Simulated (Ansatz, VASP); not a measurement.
**Na in VASP and in Ansatz**

```
CELL_PARAMETERS angstrom
-2.13152 2.13152 2.13152
2.13152 -2.13152 2.13152
2.13152 2.13152 -2.13152
ATOMIC_POSITIONS crystal
Na 0.00000 0.00000 0.00000
```

Change from the starting cell: volume scaled by 1.02.

Alike in both runs: task single point; functional PBEsol; k mesh 11 × 11 × 11; occupations fermi-dirac, width 0.03 eV; no spin polarisation.

|  | VASP | Ansatz |
| --- | --- | --- |
| version | VASP 6.6.1 | Ansatz 0.2.0 |
| potentials or method | VASP PAW PBE potentials, release 64 (Na_pv), cutoff 520 eV | all-electron LAPW, scalar-relativistic |

```tsv
	VASP	Ansatz	Ansatz less VASP
pressure (GPa)	-0.5	-0.5	+0.02
```

Ansatz ran all-electron here, so the differences hold the error of VASP's frozen core and of both bases.

Caveats: the PAW data sets were made with another functional, which shifts forces and pressure a little (VASP).
